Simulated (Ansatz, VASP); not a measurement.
# Two plane-wave programs on ZnS

```
CELL_PARAMETERS angstrom
0.00000 2.44531 2.44531
2.44531 0.00000 2.44531
2.44531 2.44531 0.00000
ATOMIC_POSITIONS crystal
Zn 0.00000 0.00000 0.00000
S 0.50000 0.50000 0.50000
```

Change from the starting cell: volume scaled by 0.88, PAW files.

Alike in both runs: task single point; functional PBE; k mesh 14 × 14 × 14; occupations fermi-dirac, width 0.08 eV; no spin polarisation.

|  | VASP | Ansatz |
| --- | --- | --- |
| version | VASP 6.6.1 | Ansatz 0.2.0 |
| potentials or method | VASP PAW PBE potentials, release 64 (Zn, S) | PAW with Ansatz's default frozen-core files, scalar-relativistic |
| plane-wave cutoff (eV) | 520 | 420 |
| valence electrons in the cell | 18 | 18 |

Ansatz gave:

```
pressure (GPa) : 14.7
```

Question: Which values does VASP return?

Answer: Pressure (GPa): 15.0.

The functional is the same, so the differences come from potentials, cutoffs and numerics.
